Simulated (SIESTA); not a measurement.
ZrC:

```xyz
2
Lattice="0.0000 2.3650 2.3650 2.3650 0.0000 2.3650 2.3650 2.3650 0.0000" Properties=species:S:1:pos:R:3 pbc="T T T"
Zr    2.3650    2.3650    2.3650
C     0.0000    0.0000    0.0000
```

Base run:

| Quantity | Value |
| --- | --- |
| Program | SIESTA 5.4.2 |
| Functional | PBE |
| Potentials or basis | PseudoDojo 0.4 standard (PBE files) |
| Basis | TZDP (energy shift 0.002 Ry) |
| Grid cutoff | 800 Ry |
| Energy shift | 0.002 Ry |
| k mesh | 10 × 10 × 10 |
| Occupations | fermi-dirac, width 0.05 eV |
| Spin | no spin polarisation |

Its results: band gap on the k mesh none (metal or under the smearing width); pressure -1.8 GPa.

Task: The run is repeated on the same cell with these changes: basis from TZDP (energy shift 0.002 Ry) to DZ (energy shift 0.002 Ry). What comes out?

Result: Band gap on the k mesh none (metal or under the smearing width); pressure -0.7 GPa.

Caveats: semicore shells carry a single zeta, which can move pressures by several GPa and volumes by a few percent; the basis of atomic orbitals isn't converged, which shifts pressures, moduli and gaps; the basis has no polarisation orbitals (some runs).
